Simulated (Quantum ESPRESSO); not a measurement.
# La2O3 (P-3m1) in Quantum ESPRESSO: a series of runs

Aim: see how the results for La2O3 move with the level of theory and the settings. Levels: PBEsol, PBE. Tasks: single point, equation of state.

All numbers are computed with Quantum ESPRESSO 7.5; they aren't measurements. Logs are shortened: lines on timing, memory, paths and dates and some standing lists are left out, and cuts for length are marked.

### 1 The crystal as given

Symmetry: P-3m1, No. 164, trigonal system. Conventional cell: a = 3.931 Å, b = 3.931 Å, c = 6.112 Å, α = 90.00°, β = 90.00°, γ = 120.00°. La (site symmetry 3m) is surrounded by 4 O at 2.36 to 2.44 Å. O (site symmetry -3m) has 6 La at 2.72 Å as nearest neighbours. O (site symmetry 3m) has 4 La at 2.36 to 2.44 Å as nearest neighbours.

The cell is a database's computed one.

### 2 Single point, PBEsol, 15.38 Å³/atom

Input file pw.in:

```
&CONTROL
  calculation = 'scf'
  prefix = 'pwscf'
  outdir = './tmp'
  pseudo_dir = './pseudo'
  tstress = .true.
  disk_io = 'nowf'
/
&SYSTEM
  ibrav = 0
  nat = 5
  ntyp = 2
  ecutwfc = 45
  ecutrho = 360
  nbnd = 28
  occupations = 'smearing'
  smearing = 'fd'
  degauss = 0.00367493
/
&ELECTRONS
  conv_thr = 1d-09
  electron_maxstep = 120
  mixing_beta = 0.5
/
ATOMIC_SPECIES
La   138.9055 la_pbesol_v1.uspp.F.UPF
O     15.9990 o_pbesol_v1.2.uspp.F.UPF
CELL_PARAMETERS angstrom
   3.8505354057    0.0000000000    0.0000000000
  -1.9252677029    3.3346614796    0.0000000000
   0.0000000000    0.0000000000    5.9871847653
ATOMIC_POSITIONS crystal
La     0.3333333333    0.6666666667    0.2462356800
La     0.6666666667    0.3333333333    0.7537643200
O      0.0000000000    0.0000000000    0.0000000000
O      0.3333333333    0.6666666667    0.6458906500
O      0.6666666667    0.3333333333    0.3541093500
K_POINTS automatic
8 8 5 0 0 0
```

Potentials or basis: GBRV 1.5 PBEsol.

The run is started by

```bash
$ OMP_NUM_THREADS=1 mpirun -n 2 pw.x -nk 2 -in pw.in > pw.out
```

pw.out:

```text
This program is part of the open-source Quantum ESPRESSO suite
     for quantum simulation of materials; please cite
[... 13 lines left out ...]
     --------------------
     sticks:   dense  smooth     PW     G-vecs:    dense   smooth      PW
     Sum        1303     661    199                59775    21133    3429

     Using Slab Decomposition

     bravais-lattice index     =            0
     lattice parameter (alat)  =       7.2765  a.u.
     unit-cell volume          =     518.7906 (a.u.)^3
     number of atoms/cell      =            5
     number of atomic types    =            2
     number of electrons       =        40.00
     number of Kohn-Sham states=           28
     kinetic-energy cutoff     =      45.0000  Ry
     charge density cutoff     =     360.0000  Ry
     scf convergence threshold =      1.0E-09
     mixing beta               =       0.5000
     number of iterations used =            8  plain     mixing
     Exchange-correlation= SLA  PW   PSX  PSC
                           (   1   4  10   8   0   0   0)

     celldm(1)=   7.276457  celldm(2)=   0.000000  celldm(3)=   0.000000
     celldm(4)=   0.000000  celldm(5)=   0.000000  celldm(6)=   0.000000

     crystal axes: (cart. coord. in units of alat)
               a(1) = (   1.000000   0.000000   0.000000 )
               a(2) = (  -0.500000   0.866025   0.000000 )
               a(3) = (   0.000000   0.000000   1.554897 )

     reciprocal axes: (cart. coord. in units 2 pi/alat)
               b(1) = (  1.000000  0.577350 -0.000000 )
               b(2) = (  0.000000  1.154701  0.000000 )
               b(3) = (  0.000000 -0.000000  0.643130 )

     PseudoPot. # 1 for La read from file:
     la_pbesol_v1.uspp.F.UPF
     Pseudo is Ultrasoft + core correction, Zval = 11.0
     Generated by new atomic code, or converted to UPF format
     Using radial grid of  995 points,  8 beta functions with:
                l(1) =   0
                l(2) =   0
                l(3) =   1
                l(4) =   1
                l(5) =   2
                l(6) =   2
                l(7) =   3
                l(8) =   3
     Q(r) pseudized with  8 coefficients,  rinner =    1.700   1.700   1.700
                                                       1.700   1.700   1.700
                                                       1.700

     PseudoPot. # 2 for O  read from file:
     o_pbesol_v1.2.uspp.F.UPF
     Pseudo is Ultrasoft + core correction, Zval =  6.0
     Generated by new atomic code, or converted to UPF format
     Using radial grid of  737 points,  5 beta functions with:
                l(1) =   0
                l(2) =   0
                l(3) =   1
                l(4) =   1
                l(5) =   2
     Q(r) pseudized with  8 coefficients,  rinner =    0.900   0.900   0.900
                                                       0.900   0.900

     atomic species   valence    mass     pseudopotential
     La               11.00   138.90550     La( 1.00)
     O                 6.00    15.99900     O ( 1.00)

     12 Sym. Ops., with inversion, found

   Cartesian axes

     site n.     atom                  positions (alat units)
         1        La     tau(   1) = (  -0.0000000   0.5773503   0.3828710  )
         2        La     tau(   2) = (   0.5000000   0.2886751   1.1720256  )
         3        O      tau(   3) = (   0.0000000   0.0000000   0.0000000  )
         4        O      tau(   4) = (  -0.0000000   0.5773503   1.0042932  )
         5        O      tau(   5) = (   0.5000000   0.2886751   0.5506035  )

     number of k points=    40  Fermi-Dirac smearing, width (Ry)=  0.0037
                       cart. coord. in units 2pi/alat
        k(    1) = (   0.0000000   0.0000000   0.0000000), wk =   0.0062500
        k(    2) = (   0.0000000   0.0000000   0.1286259), wk =   0.0125000
        k(    3) = (   0.0000000   0.0000000   0.2572518), wk =   0.0125000
        k(    4) = (   0.0000000   0.1443376   0.0000000), wk =   0.0375000
        k(    5) = (   0.0000000   0.1443376   0.1286259), wk =   0.0375000
        k(    6) = (   0.0000000   0.1443376   0.2572518), wk =   0.0375000
[... 32 lines left out ...]
        k(   39) = (  -0.1250000   0.5051815  -0.1286259), wk =   0.0750000
        k(   40) = (  -0.1250000   0.5051815  -0.2572518), wk =   0.0750000

     Dense  grid:    59775 G-vectors     FFT dimensions: (  45,  45,  72)

     Smooth grid:    21133 G-vectors     FFT dimensions: (  32,  32,  50)

     Check: negative core charge=   -0.000002

     Initial potential from superposition of free atoms

     starting charge      39.9412, renormalised to      40.0000

     negative rho (up, down):  1.488E-01 0.000E+00
     Starting wfcs are   52 randomized atomic wfcs

     Self-consistent Calculation

     iteration #  1     ecut=    45.00 Ry     beta= 0.50
     Davidson diagonalization with overlap
     ethr =  1.00E-02,  avg # of iterations =  2.0

     negative rho (up, down):  1.464E-01 0.000E+00

     total energy              =    -301.21935251 Ry
     estimated scf accuracy    <       1.65281251 Ry

     iteration #  2     ecut=    45.00 Ry     beta= 0.50
     Davidson diagonalization with overlap
     ethr =  4.13E-03,  avg # of iterations =  4.0

     negative rho (up, down):  1.158E-01 0.000E+00

     total energy              =    -301.61467835 Ry
     estimated scf accuracy    <       1.45992301 Ry
[... 43 lines left out ...]
     total energy              =    -301.88792765 Ry
     estimated scf accuracy    <       0.00796386 Ry

     iteration #  8     ecut=    45.00 Ry     beta= 0.50
     Davidson diagonalization with overlap
     ethr =  1.90E-05,  avg # of iterations =  3.0

     negative rho (up, down):  1.059E-01 0.000E+00

     total energy              =    -301.88954090 Ry
     estimated scf accuracy    <       0.00002525 Ry

     iteration #  9     ecut=    45.00 Ry     beta= 0.50
     Davidson diagonalization with overlap
     c_bands:  1 eigenvalues not converged
     c_bands:  1 eigenvalues not converged
     ethr =  6.31E-08,  avg # of iterations = 11.9

     negative rho (up, down):  1.071E-01 0.000E+00

     total energy              =    -301.88967043 Ry
     estimated scf accuracy    <       0.00037712 Ry

     iteration # 10     ecut=    45.00 Ry     beta= 0.50
     Davidson diagonalization with overlap
     ethr =  6.31E-08,  avg # of iterations =  5.1

     negative rho (up, down):  1.074E-01 0.000E+00

     total energy              =    -301.88969660 Ry
     estimated scf accuracy    <       0.00002965 Ry

     iteration # 11     ecut=    45.00 Ry     beta= 0.50
     Davidson diagonalization with overlap
     ethr =  6.31E-08,  avg # of iterations =  2.2
[... 33 lines left out ...]
     iteration # 15     ecut=    45.00 Ry     beta= 0.50
     Davidson diagonalization with overlap
     ethr =  5.68E-10,  avg # of iterations =  2.0

     negative rho (up, down):  1.075E-01 0.000E+00

     total energy              =    -301.88969825 Ry
     estimated scf accuracy    <          4.0E-09 Ry

     iteration # 16     ecut=    45.00 Ry     beta= 0.50
     Davidson diagonalization with overlap
     ethr =  9.91E-12,  avg # of iterations =  4.5

     negative rho (up, down):  1.075E-01 0.000E+00

     End of self-consistent calculation

          k = 0.0000 0.0000 0.0000 (  2659 PWs)   bands (ev):

   -19.0308 -18.7026  -6.5066  -5.1147  -4.5972  -2.4183  -2.4183  -2.1226
    -2.1226  -1.9715  -1.2050   7.9654   7.9654   8.2308   8.2308   8.3868
     8.7832  10.1718  10.1718  10.4396  15.0573  15.3738  15.3738  16.1187
    16.5143  16.5143  16.5174  16.7546

          k = 0.0000 0.0000 0.1286 (  2640 PWs)   bands (ev):

   -19.0015 -18.7348  -6.4284  -5.1101  -4.7321  -2.3944  -2.3944  -2.1474
    -2.1474  -1.8941  -1.2050   7.8036   7.8036   8.0840   8.3759   8.3759
     9.1038  10.2157  10.2157  10.2192  15.1837  15.4589  15.4589  16.2726
    16.3443  16.5106  16.5107  16.8747

          k = 0.0000 0.0000 0.2573 (  2664 PWs)   bands (ev):

   -18.9253 -18.8159  -6.2742  -5.1380  -4.9321  -2.3393  -2.3393  -2.2042
    -2.2042  -1.7804  -1.2052   7.6533   7.6533   7.8527   8.4937   8.4937
     9.4222   9.8144  10.2952  10.2952  15.4881  15.5986  15.5986  16.0240
    16.5102  16.5104  16.6581  16.7088
[... 52 lines left out ...]
   -18.7817 -18.6479  -6.8436  -6.6596  -4.7206  -2.9856  -2.7723  -2.3665
    -2.2738  -0.8808  -0.5736   7.9763   8.4544   8.6891   9.1846   9.2810
     9.4117  10.0217  10.2435  10.2679  14.9707  15.4972  16.1927  16.2030
    16.3733  16.4863  16.5755  16.5792

          k = 0.0000 0.4330 0.2573 (  2653 PWs)   bands (ev):

   -18.7441 -18.6859  -6.9472  -6.6448  -4.6138  -2.7587  -2.6454  -2.5053
    -2.3802  -1.1272  -0.3966   7.6621   8.1958   8.8754   9.1474   9.2274
     9.3596  10.0688  10.1392  10.5417  15.3134  15.4415  16.0809  16.1595
    16.4458  16.4633  16.5735  16.5790

          k = 0.0000-0.5774 0.0000 (  2634 PWs)   bands (ev):

   -18.7409 -18.6345  -6.8516  -6.8492  -4.8169  -3.1736  -2.8851  -2.3391
    -2.1930  -0.6954  -0.5899   8.2480   8.4089   8.5113   9.2492   9.8357
     9.8745   9.9315  10.2613  10.2958  14.5348  15.6199  16.2100  16.2767
    16.4079  16.4636  16.5076  16.5731

          k = 0.0000-0.5774 0.1286 (  2658 PWs)   bands (ev):

   -18.7310 -18.6441  -6.9884  -6.7788  -4.7630  -2.9804  -2.8373  -2.3956
    -2.2784  -0.9550  -0.3799   7.8345   8.4589   8.5505   9.3866   9.7300
     9.7848   9.9914  10.2716  10.3661  14.7251  15.6113  16.2088  16.2783
    16.4178  16.4261  16.5145  16.5496

          k = 0.0000-0.5774 0.2573 (  2640 PWs)   bands (ev):

   -18.7063 -18.6683  -7.0892  -6.7854  -4.6568  -2.7093  -2.6133  -2.5376
    -2.4264  -1.2594  -0.2188   7.4193   8.2574   8.9099   9.4221   9.5572
     9.6664   9.8775  10.2833  10.6097  15.1152  15.4974  16.1269  16.3153
    16.3732  16.4546  16.5186  16.5411

          k = 0.1250 0.2165 0.0000 (  2626 PWs)   bands (ev):

   -18.9308 -18.6638  -6.5358  -5.8818  -5.1014  -2.6582  -2.2473  -2.1185
    -1.9737  -1.7920  -0.9180   7.8938   8.3597   8.5409   8.5543   8.6299
     9.5586   9.7983   9.9987  10.4346  15.0634  15.4417  15.8175  16.2789
    16.4479  16.4618  16.6589  16.7074

          k = 0.1250 0.2165 0.1286 (  2637 PWs)   bands (ev):

   -18.9067 -18.6896  -6.5441  -5.9129  -5.0168  -2.6364  -2.3255  -2.2000
    -2.0625  -1.6071  -0.8939   7.9014   8.1974   8.4385   8.5203   8.8254
     9.1719   9.9589  10.2280  10.3616  15.0810  15.5409  15.9105  16.2041
    16.4616  16.4892  16.5484  16.7097
[... 122 lines left out ...]
   -18.7803 -18.6495  -6.8694  -6.5457  -5.0223  -2.7869  -2.5592  -2.3488
    -2.2062  -1.2822  -0.4526   7.8435   8.3768   8.3973   9.0263   9.5767
     9.6877  10.1795  10.2250  10.3997  14.6789  15.8007  16.0798  16.2403
    16.3697  16.4819  16.5978  16.6016

          k = 0.0000 0.4330-0.2573 (  2653 PWs)   bands (ev):

   -18.7419 -18.6882  -6.9479  -6.6003  -4.7965  -2.6697  -2.4792  -2.4273
    -2.3507  -1.3909  -0.3554   7.5895   8.2026   8.5753   9.0364   9.3820
     9.6235  10.0900  10.2933  10.5309  15.0469  15.6989  16.0254  16.1639
    16.4210  16.4754  16.5687  16.5873

          k =-0.1250 0.3608-0.1286 (  2648 PWs)   bands (ev):

   -18.8120 -18.6561  -6.7535  -6.4023  -5.1213  -2.8587  -2.4970  -2.3060
    -2.0062  -1.3695  -0.5482   7.9698   8.4564   8.5026   8.6951   9.2771
     9.4739  10.1366  10.2125  10.4154  14.8183  15.6865  15.9972  16.2005
    16.4401  16.4962  16.5844  16.6456

          k =-0.1250 0.3608-0.2573 (  2642 PWs)   bands (ev):

   -18.7667 -18.7023  -6.8100  -6.4790  -4.8929  -2.7273  -2.6435  -2.4105
    -2.0354  -1.2216  -0.5928   7.9024   8.2059   8.5063   8.6335   9.0704
     9.6105   9.9861  10.3551  10.5267  15.1514  15.7312  15.8208  16.2114
    16.4146  16.5014  16.5649  16.6509

          k =-0.1250 0.5052-0.1286 (  2647 PWs)   bands (ev):

   -18.7316 -18.6438  -6.9453  -6.7260  -5.0189  -2.9511  -2.6353  -2.5746
    -2.1303  -0.9788  -0.3743   7.9518   8.5099   8.6203   9.0911   9.5732
     9.9457  10.0906  10.2235  10.3185  14.7081  15.6158  16.0718  16.2251
    16.3895  16.4768  16.5520  16.5655

          k =-0.1250 0.5052-0.2573 (  2650 PWs)   bands (ev):

   -18.7058 -18.6690  -7.0240  -6.7666  -4.8931  -2.8270  -2.6389  -2.4285
    -2.2144  -1.1327  -0.3555   7.5987   8.3231   8.7414   9.1871   9.4654
     9.6314  10.0853  10.3668  10.5775  15.0741  15.5216  16.0291  16.2302
    16.4059  16.4665  16.5327  16.5721

     the Fermi energy is    12.7615 ev

!    total energy              =    -301.88969825 Ry
     estimated scf accuracy    <          4.0E-10 Ry
     smearing contrib. (-TS)   =      -0.00000000 Ry
     internal energy E=F+TS    =    -301.88969825 Ry

     The total energy is F=E-TS. E is the sum of the following terms:
     one-electron contribution =     -19.75283079 Ry
     hartree contribution      =      37.71389476 Ry
     xc contribution           =    -119.93683316 Ry
     ewald contribution        =    -199.91392906 Ry

     convergence has been achieved in  16 iterations

     Computing stress (Cartesian axis) and pressure

     negative rho (up, down):  1.075E-01 0.000E+00
          total   stress  (Ry/bohr**3)                   (kbar)     P=       65.17
   0.00048965   0.00000000   0.00000000           72.03        0.00        0.00
   0.00000000   0.00048965   0.00000000            0.00       72.03        0.00
   0.00000000   0.00000000   0.00034976            0.00        0.00       51.45

=------------------------------------------------------------------------------=
   JOB DONE.
=------------------------------------------------------------------------------=
```

It took 1.9 min on 2 MPI ranks of Intel Xeon Platinum 8259CL at 2.50GHz (Skylake/Cascade Lake), shared host; peak memory 0.74 GiB.

Results:

- Free energy: -4107.4186 eV
- Pressure: 6.5 GPa
- Band gap on the k mesh: 3.85 eV, indirect (least direct gap 3.95 eV)

Caveat: spin-orbit coupling is left out, which moves the levels of the heavy elements; an odd mesh through Γ misses points on the zone boundary, where band edges often lie.

### 3 Single point, PBEsol, 15.70 Å³/atom

pw.in, as its differences from that of step 2:

```diff
@@ -28,5 +28,5 @@
 CELL_PARAMETERS angstrom
-   3.8505354057    0.0000000000    0.0000000000
-  -1.9252677029    3.3346614796    0.0000000000
-   0.0000000000    0.0000000000    5.9871847653
+   3.8776527457    0.0000000000    0.0000000000
+  -1.9388263728    3.3581457848    0.0000000000
+   0.0000000000    0.0000000000    6.0293494275
 ATOMIC_POSITIONS crystal
```

Potentials or basis: GBRV 1.5 PBEsol.

The run is started by

```bash
$ OMP_NUM_THREADS=1 mpirun -n 2 pw.x -nk 2 -in pw.in > pw.out
```

Run time: 2.1 min. Hardware: 2 MPI ranks of Intel Xeon Platinum 8259CL at 2.50GHz (Skylake/Cascade Lake), shared host; peak memory 0.76 GiB.

Results (log left out):

| Property | Result |
| --- | --- |
| Free energy | -4107.4682 eV |
| Pressure | 3.1 GPa |
| Band gap on the k mesh | 3.86 eV, indirect (least direct gap 3.97 eV) |

Caveat: spin-orbit coupling is left out, which moves the levels of the heavy elements; an odd mesh through Γ misses points on the zone boundary, where band edges often lie.

### 4 Single point, PBEsol, 16.03 Å³/atom

pw.in, as its differences from that of step 3:

```diff
@@ -28,5 +28,5 @@
 CELL_PARAMETERS angstrom
-   3.8776527457    0.0000000000    0.0000000000
-  -1.9388263728    3.3581457848    0.0000000000
-   0.0000000000    0.0000000000    6.0293494275
+   3.9043960235    0.0000000000    0.0000000000
+  -1.9521980118    3.3813061428    0.0000000000
+   0.0000000000    0.0000000000    6.0709324617
 ATOMIC_POSITIONS crystal
```

The run is started by

```bash
$ OMP_NUM_THREADS=1 mpirun -n 2 pw.x -nk 2 -in pw.in > pw.out
```

It took 2.1 min on 2 MPI ranks of Intel Xeon Platinum 8259CL at 2.50GHz (Skylake/Cascade Lake), shared host; peak memory 0.78 GiB.

It converged, with:

```
Free energy            : -4107.4847 eV
Pressure               : 0.0 GPa
Band gap on the k mesh : 3.86 eV, indirect (least direct gap 3.98 eV)
```

Caveat: spin-orbit coupling is left out, which moves the levels of the heavy elements; an odd mesh through Γ misses points on the zone boundary, where band edges often lie.

### 5 Single point, PBEsol, 16.36 Å³/atom

pw.in, as its differences from that of step 4:

```diff
@@ -28,5 +28,5 @@
 CELL_PARAMETERS angstrom
-   3.9043960235    0.0000000000    0.0000000000
-  -1.9521980118    3.3813061428    0.0000000000
-   0.0000000000    0.0000000000    6.0709324617
+   3.9307778780    0.0000000000    0.0000000000
+  -1.9653889390    3.4041534990    0.0000000000
+   0.0000000000    0.0000000000    6.1119535200
 ATOMIC_POSITIONS crystal
```

The run is started by

```bash
$ OMP_NUM_THREADS=1 mpirun -n 2 pw.x -nk 2 -in pw.in > pw.out
```

It took 2.4 min on 2 MPI ranks of Intel Xeon Platinum 8259CL at 2.50GHz (Skylake/Cascade Lake), shared host; peak memory 0.78 GiB.

It converged, with:

```yaml
Free_energy: -4107.4716 eV
Pressure: -2.7 GPa
Band_gap_on_the_k_mesh: 3.85 eV, indirect (least direct gap 3.99 eV)
```

Caveat: spin-orbit coupling is left out, which moves the levels of the heavy elements; an odd mesh through Γ misses points on the zone boundary, where band edges often lie.

### 6 Single point, PBEsol, 16.68 Å³/atom

pw.in, as its differences from that of step 5:

```diff
@@ -28,5 +28,5 @@
 CELL_PARAMETERS angstrom
-   3.9307778780    0.0000000000    0.0000000000
-  -1.9653889390    3.4041534990    0.0000000000
-   0.0000000000    0.0000000000    6.1119535200
+   3.9568102782    0.0000000000    0.0000000000
+  -1.9784051391    3.4266982189    0.0000000000
+   0.0000000000    0.0000000000    6.1524312130
 ATOMIC_POSITIONS crystal
```

Potentials or basis: GBRV 1.5 PBEsol.

The run is started by

```bash
$ OMP_NUM_THREADS=1 mpirun -n 2 pw.x -nk 2 -in pw.in > pw.out
```

It took 2.1 min on 2 MPI ranks of Intel Xeon Platinum 8259CL at 2.50GHz (Skylake/Cascade Lake), shared host; peak memory 0.8 GiB.

The run converged. Its results:

* Free energy: -4107.4319 eV
* Pressure: -5.2 GPa
* Band gap on the k mesh: 3.83 eV, indirect (least direct gap 3.99 eV)

Caveat: spin-orbit coupling is left out, which moves the levels of the heavy elements; an odd mesh through Γ misses points on the zone boundary, where band edges often lie.

### 7 Single point, PBEsol, 17.01 Å³/atom

pw.in, as its differences from that of step 6:

```diff
@@ -28,5 +28,5 @@
 CELL_PARAMETERS angstrom
-   3.9568102782    0.0000000000    0.0000000000
-  -1.9784051391    3.4266982189    0.0000000000
-   0.0000000000    0.0000000000    6.1524312130
+   3.9825045714    0.0000000000    0.0000000000
+  -1.9912522857    3.4489501296    0.0000000000
+   0.0000000000    0.0000000000    6.1923831845
 ATOMIC_POSITIONS crystal
```

The run is started by

```bash
$ OMP_NUM_THREADS=1 mpirun -n 2 pw.x -nk 2 -in pw.in > pw.out
```

Wall time 2.6 min (2 MPI ranks of Intel Xeon Platinum 8259CL at 2.50GHz (Skylake/Cascade Lake), shared host); peak memory 0.8 GiB.

The run converged. Its results:

```
Free energy            : -4107.3683 eV
Pressure               : -7.4 GPa
Band gap on the k mesh : 3.80 eV, indirect (least direct gap 3.99 eV)
```

Caveat: spin-orbit coupling is left out, which moves the levels of the heavy elements; an odd mesh through Γ misses points on the zone boundary, where band edges often lie.

### 8 Single point, PBEsol, 17.34 Å³/atom

pw.in, as its differences from that of step 7:

```diff
@@ -28,5 +28,5 @@
 CELL_PARAMETERS angstrom
-   3.9825045714    0.0000000000    0.0000000000
-  -1.9912522857    3.4489501296    0.0000000000
-   0.0000000000    0.0000000000    6.1923831845
+   4.0078715265    0.0000000000    0.0000000000
+  -2.0039357633    3.4709185571    0.0000000000
+   0.0000000000    0.0000000000    6.2318261790
 ATOMIC_POSITIONS crystal
```

The run is started by

```bash
$ OMP_NUM_THREADS=1 mpirun -n 2 pw.x -nk 2 -in pw.in > pw.out
```

It took 2.6 min on 2 MPI ranks of Intel Xeon Platinum 8259CL at 2.50GHz (Skylake/Cascade Lake), shared host; peak memory 0.82 GiB.

Results (log left out):

```
Free energy            : -4107.2834 eV
Pressure               : -9.4 GPa
Band gap on the k mesh : 3.77 eV, indirect (least direct gap 3.98 eV)
```

Caveat: spin-orbit coupling is left out, which moves the levels of the heavy elements; an odd mesh through Γ misses points on the zone boundary, where band edges often lie.

(Part 1 of 2 ends here.)
